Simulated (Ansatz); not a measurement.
## From the elastic tensor of CaF₂ at 22 GPa (stress–strain coefficients) to moduli and sound speeds

Method: DFT PBEsol, scalar-relativistic, plane waves, PAW (Ansatz). Settings: 420 eV plane-wave cutoff, Γ-centred 8×8×8 mesh, fixed occupations. No spin polarisation.

It takes space group Fm-3m (No. 225, cubic). The conventional cell has a = 5.118 Å, b = 5.118 Å, c = 5.118 Å, α = 90.00°, β = 90.00°, γ = 90.00°. Ca (site symmetry m-3m) has 8 F at 2.22 Å as nearest neighbours. F (site symmetry -43m) has 4 Ca at 2.22 Å as nearest neighbours.

The real crystal has changed phase below this pressure.

Relaxed-ion constants (GPa, on the Cartesian axes of the calculation):
```
272.4 130.2 130.2   0.0   0.0   0.0
130.2 272.4 130.2   0.0   0.0   0.0
130.2 130.2 272.4   0.0   0.0   0.0
  0.0   0.0   0.0  46.5   0.0   0.0
  0.0   0.0   0.0   0.0  46.5   0.0
  0.0   0.0   0.0   0.0   0.0  46.5
```

Density 3.868 g/cm³; 3 atoms in 33.52 Å³.

The values that follow are for a polycrystal of randomly turned grains, by Hill's mean where one number stands.

With S = C⁻¹: B_V = (C11+C22+C33+2(C12+C13+C23))/9, G_V = (C11+C22+C33−C12−C13−C23+3(C44+C55+C66))/15, 1/B_R = S11+S22+S33+2(S12+S13+S23), 15/G_R = 4(S11+S22+S33−S12−S13−S23)+3(S44+S55+S66); Hill is their mean. Then v_l = √((B+4G/3)/ρ), v_t = √(G/ρ), v_m = [(2/v_t³+1/v_l³)/3]^(−1/3) and Θ = (ħ/k_B)·v_m·(6π²n/V)^(1/3) for n atoms in the volume V; E = 9BG/(3B+G), ν = (3B−2G)/(2(3B+G)) and A^U = 5G_V/G_R + B_V/B_R − 6.

| Item | Value |
| --- | --- |
| Bulk modulus, Voigt / Reuss / Hill | 177.6 / 177.6 / 177.6 GPa |
| Shear modulus, Voigt / Reuss / Hill | 56.3 / 54.0 / 55.2 GPa |
| Young's modulus | 150 GPa |
| Poisson ratio | 0.359 |
| Pugh ratio B/G | 3.22 |
| Universal anisotropy index | 0.22 |
| Longitudinal and transverse sound speeds | 8058 and 3777 m/s |
| Debye temperature from the mean sound speed | 566 K |

Cost: 1 run of about 0.38 core-minutes, on Arm Neoverse V1 (shared hosts).

The compressed fluorite lattice resists volume change far more than shear. It meets the elastic stability conditions for a cubic crystal, which doesn't conflict with a transition at lower pressure: a reconstructive transition is decided by enthalpy and needs no elastic softening. Shear on the cube planes, at 46.5 GPa, is the softer of the two cubic shears, so the crystal is stiffest along the cube axes. One reason is that fluorine sits at a site without inversion symmetry. This shear therefore drives the two fluorine sublattices in opposite directions, and their relaxation lowers C44. Repulsion between neighbouring fluoride ions along the cube edges probably adds to C11.

C12 far exceeds C44, but this alone is no sign of many-body forces, since both pressure and internal relaxation separate the two constants. Likewise, the Pugh ratio of 3.22 shouldn't be read as ductility: pressure itself raises it, and plasticity in an ionic crystal depends on slip systems and dislocation mobility, which elastic constants don't determine.
